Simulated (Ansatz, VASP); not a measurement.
Fe: VASP beside Ansatz

INCAR

```
PREC = Accurate
ENCUT = 520
EDIFF = 1E-6
ISMEAR = -1
SIGMA = 0.05
LREAL = False
LASPH = True
NELM = 150
ALGO = Normal
ISIF = 2
LWAVE = False
LCHARG = False
ISPIN = 2
MAGMOM = 3
LORBIT = 11
LMAXMIX = 4
LDIPOL = True
IDIPOL = 3
DIPOL = 0.5 0.5 0.294
GGA = PS
NBANDS = 14
```

The input KPOINTS:

```
Automatic mesh
0
Gamma
  11 11 1
```

The input POSCAR:

```
Fe
1.0
    2.3111900000      0.0000000000      0.0000000000
    0.0000000000      2.3111900000      0.0000000000
    0.0000000000      0.0000000000     23.8000000000
Fe
1
Direct
    0.0000000000      0.0000000000      0.2941200000
```

Contents of input.yaml:

```yaml
crystal:
  lattice:
    - [2.31119, 0.0, 0.0]
    - [0.0, 2.31119, 0.0]
    - [0.0, 0.0, 23.8]
  atoms:
    - { symbol: Fe, position: [0.0, 0.0, 0.29412], spin: 3.0 }
  periodic: [true, true, false]
kpoints:
  mp_grid: { grid: [11, 11, 1] }
scf:
  occupations: { method: fermi_dirac, width: 0.05 }
hamiltonian:
  xc: pbesol
  pseudopotentials: { kind: all_electron, lapw: { basis_error: 0.002 } }
magnetization:
  spin_polarized: true
output:
  forces: true
  stress: true
  eigenvalues: true
```

Alike in both runs: functional PBEsol; k mesh 11 × 11 × 1; occupations fermi-dirac, width 0.05 eV; collinear spin.

|  | VASP | Ansatz |
| --- | --- | --- |
| version | VASP 6.6.1 | Ansatz 0.2.0 |
| potentials or method | VASP PAW PBE potentials, release 64 (Fe) | all-electron LAPW, scalar-relativistic |
| plane-wave cutoff (eV) | 520 | see its input |
| task | single point | work function |

Ansatz gave:

* gap on the k mesh at the Fermi level (eV): none
* net moment per atom (μB): 2.75
* size of the moment on the site where the two differ most (μB): 2.68

Task: What did VASP give for the same quantities?

Result: gap on the k mesh at the Fermi level (eV): none; net moment per atom (μB): 2.74; size of the moment on the site where the two differ most (μB): 2.67.

Site moments also hang on the region over which each program counts them. A gap of «none» marks a metal or a gap that the smearing closes. Ansatz ran all-electron here, so the differences hold the error of VASP's frozen core and of both bases.
